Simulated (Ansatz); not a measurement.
Set up this calculation in Ansatz 0.2.0, as the native input.

```
Task                                : band structure
Functional                          : PBE
Potentials or basis                 : JTH PAW
Cutoff                              : 780 eV (not typed: the program's choice for these potentials)
k mesh                              : 12 × 12 × 3
Occupations                         : fermi-dirac, width 0.05 eV
Spin                                : no spin polarisation
Path                                : [["G", "M", "K", "G", "A", "L", "H", "A"], ["L", "M"], ["K", "H"]]
Points for each segment of the path : 10
```

Crystal: C.

```
C
1.0
     2.52210    0.00000    0.00000
    -1.26105    2.18420    0.00000
     0.00000    0.00000   12.35570
C
12
Cartesian
  1.2611 0.7281 4.3760
  0.0000 1.4561 10.5539
  1.2611 0.7281 1.8018
  0.0000 1.4561 7.9797
  1.2611 0.7281 5.9205
  0.0000 1.4561 12.0983
  1.2611 0.7281 0.2574
  0.0000 1.4561 6.4352
  0.0000 0.0000 10.0390
  0.0000 0.0000 3.8612
  0.0000 0.0000 8.4945
  0.0000 0.0000 2.3167
```

This is a hexagonal form of diamond, not graphite.

The input as run:

input.yaml

```yaml
crystal:
  lattice:
    - [2.5221, 0.0, 0.0]
    - [-1.26105, 2.1842026709, 0.0]
    - [0.0, 0.0, 12.3557]
  atoms:
    - { symbol: C, position: [0.6666666667, 0.3333333333, 0.35417] }
    - { symbol: C, position: [0.3333333333, 0.6666666667, 0.85417] }
    - { symbol: C, position: [0.6666666667, 0.3333333333, 0.14583] }
    - { symbol: C, position: [0.3333333333, 0.6666666667, 0.64583] }
    - { symbol: C, position: [0.6666666667, 0.3333333333, 0.47917] }
    - { symbol: C, position: [0.3333333333, 0.6666666667, 0.97917] }
    - { symbol: C, position: [0.6666666667, 0.3333333333, 0.02083] }
    - { symbol: C, position: [0.3333333333, 0.6666666667, 0.52083] }
    - { symbol: C, position: [0.0, 0.0, 0.8125] }
    - { symbol: C, position: [0.0, 0.0, 0.3125] }
    - { symbol: C, position: [0.0, 0.0, 0.6875] }
    - { symbol: C, position: [0.0, 0.0, 0.1875] }
hamiltonian:
  xc: pbe
  pseudopotentials: { kind: paw, source: jth }
kpoints:
  mp_grid: { grid: [12, 12, 3] }
  band_path:
    path:
      - [[0.0, 0.0, 0.0], [0.5, 0.0, 0.0], [0.3333333333, 0.3333333333, 0.0], [0.0, 0.0, 0.0], [0.0, 0.0, 0.5], [0.5, 0.0, 0.5], [0.3333333333, 0.3333333333, 0.5], [0.0, 0.0, 0.5]]
      - [[0.5, 0.0, 0.5], [0.5, 0.0, 0.0]]
      - [[0.3333333333, 0.3333333333, 0.0], [0.3333333333, 0.3333333333, 0.5]]
    npoints: 10
scf:
  occupations: { method: fermi_dirac, width: 0.05 }
  n_extra_bands: 30
output:
  forces: true
  stress: true
  eigenvalues: true
  fatbands: false
  write_density: true
  write_potential: true
  elf: true
  volumetric_format: npy
```

Potentials or basis: JTH PAW.

Launch:

```console
$ ansatz run input.yaml --threads 4 --pin off --max-ram 11264MiB --backend cpu --events-out ev --progress --plain --runs-dir out
```

It gave:

| Property | Result |
| --- | --- |
| Pressure | 1.4 GPa |
| Largest force | 0.331 eV/Å |
| Band gap on the k mesh | 4.38 eV, indirect (least direct gap 5.30 eV) |
| Band gap along the path | 4.36 eV, indirect (least direct gap 5.30 eV) |

It took 10 s on 4 threads of Arm Neoverse V1 (shared host), peak memory 0.85 GiB.
